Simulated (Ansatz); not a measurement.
# Molecular dynamics of TaN

input.yaml

```yaml
crystal:
  lattice:
    - [-2.939942, -5.092129, 0.0]
    - [4.409913, -2.546065, 0.0]
    - [0.0, 0.0, 5.78035]
  atoms:
    - { symbol: Ta, position: [0.75, 0.5, 0.25] }
    - { symbol: "N", position: [0.5, 0.6666667, 0.0] }
    - { symbol: Ta, position: [0.75, 0.5, 0.75] }
    - { symbol: "N", position: [0.5, 0.6666667, 0.5] }
    - { symbol: Ta, position: [0.5, 0.0, 0.25] }
    - { symbol: "N", position: [0.25, 0.1666667, 0.0] }
    - { symbol: Ta, position: [0.5, 0.0, 0.75] }
    - { symbol: "N", position: [0.25, 0.1666667, 0.5] }
    - { symbol: Ta, position: [0.25, 0.5, 0.25] }
    - { symbol: "N", position: [0.0, 0.6666667, 0.0] }
    - { symbol: Ta, position: [0.25, 0.5, 0.75] }
    - { symbol: "N", position: [0.0, 0.6666667, 0.5] }
    - { symbol: Ta, position: [0.0, 0.0, 0.25] }
    - { symbol: "N", position: [0.75, 0.1666667, 0.0] }
    - { symbol: Ta, position: [0.0, 0.0, 0.75] }
    - { symbol: "N", position: [0.75, 0.1666667, 0.5] }
basis:
  ecutwfc: 420.0
kpoints:
  mp_grid: { grid: [2, 2, 2] }
hamiltonian:
  xc: pbe
  pseudopotentials: { kind: paw, azcp: { folder: soft_1 } }
scf:
  occupations: { method: fermi_dirac, width: 0.17 }
  lower_state_search: "off"
md:
  timestep: 1
  n_steps: 190
  ensemble: nvt_langevin
  temperature: 2000.0
  initial_velocities: maxwell_boltzmann
  seed: 741912
  friction: 0.02
```

Launched with:

```bash
$ ansatz run input.yaml --threads 1 --pin off --max-ram 3072MiB --backend cpu --events-out ev --progress --plain --runs-dir out
```

It starts from a structure without forces on its atoms.

Output, in part (step lines):

```
md step     0: t =     0.00 fs  T =  1875.0 K  F+E_penalty+E_count = -82555.59763554 eV  E_kin = 3.877800 eV  (9 SCF iters)
md step     1: t =     1.00 fs  T =  1752.4 K  F+E_penalty+E_count = -82555.56944183 eV  E_kin = 3.624237 eV  (7 SCF iters)
md step     2: t =     2.00 fs  T =  1712.5 K  F+E_penalty+E_count = -82555.48859845 eV  E_kin = 3.541824 eV  (7 SCF iters)
md step     3: t =     3.00 fs  T =  1744.9 K  F+E_penalty+E_count = -82555.35808102 eV  E_kin = 3.608631 eV  (7 SCF iters)
md step     4: t =     4.00 fs  T =  1918.4 K  F+E_penalty+E_count = -82555.17246301 eV  E_kin = 3.967587 eV  (7 SCF iters)
md step     5: t =     5.00 fs  T =  1851.4 K  F+E_penalty+E_count = -82554.92760727 eV  E_kin = 3.829042 eV  (5 SCF iters)
md step     6: t =     6.00 fs  T =  1600.7 K  F+E_penalty+E_count = -82554.64087359 eV  E_kin = 3.310580 eV  (5 SCF iters)
md step     7: t =     7.00 fs  T =  1486.9 K  F+E_penalty+E_count = -82554.33375742 eV  E_kin = 3.075054 eV  (5 SCF iters)
[... lines left out ...]
md step   189: t =   189.00 fs  T =  3061.5 K  F+E_penalty+E_count = -82552.09410492 eV  E_kin = 6.331662 eV  (6 SCF iters)
md step   190: t =   190.00 fs  T =  2994.2 K  F+E_penalty+E_count = -82552.05715658 eV  E_kin = 6.192548 eV  (8 SCF iters)
```

The steps, from the saved trajectory:

```
time (fs)  T (K)  potential energy less start (eV)
        0   1875                             0.000
        6   1601                             0.957
       12   1060                             2.856
       18   1074                             3.511
       24   1751                             2.606
       30   2143                             2.007
       36   1564                             2.698
       42   1670                             3.355
       48   2117                             3.718
       54   1684                             3.812
       60   1428                             3.844
       66   1364                             3.918
       72   1151                             4.284
       78   1560                             4.186
       84   1736                             3.762
       90   1760                             3.486
       96   1874                             3.744
      102   1792                             3.776
      108   2281                             2.765
      114   1942                             2.410
      120   1742                             2.953
      126   1729                             3.117
      132   2013                             2.837
      138   1676                             3.197
      144   1631                             3.833
      150   1730                             3.781
      156   2284                             3.644
      162   2043                             4.004
      168   1837                             4.664
      174   2100                             4.889
      180   2587                             4.205
      186   2910                             3.546
```

All steps were run. A run of 0.19 ps of so small a system gives no equilibrium averages. Limits of this set-up: coarse k mesh.

Mean squared displacements from the first frame to the last, about the centre of mass: Ta 0.01 Å², N 0.03 Å².

Last frame:

```xyz
16
Lattice="-2.9399 -5.0921 0.0000 4.4099 -2.5461 0.0000 0.0000 0.0000 5.7804" Properties=species:S:1:pos:R:3
Ta 0.144 -5.093 1.356
N 1.552 -4.269 -0.128
Ta -0.065 -5.279 4.297
N 1.444 -4.256 2.743
Ta -1.301 -2.618 1.459
N -0.141 -1.739 -0.043
Ta -1.374 -2.668 4.244
N 0.227 -1.856 2.878
Ta 1.521 -2.618 1.491
N 3.031 -1.897 -0.120
Ta 1.581 -2.644 4.266
N 2.918 -1.678 2.818
Ta 0.226 -0.005 1.365
N -1.403 -4.095 -0.054
Ta 0.020 0.013 4.273
N -1.425 -4.118 2.763
```

Time of the run: 15 min on 1 thread of Arm Neoverse V2 (shared host), peak memory 0.51 GiB.
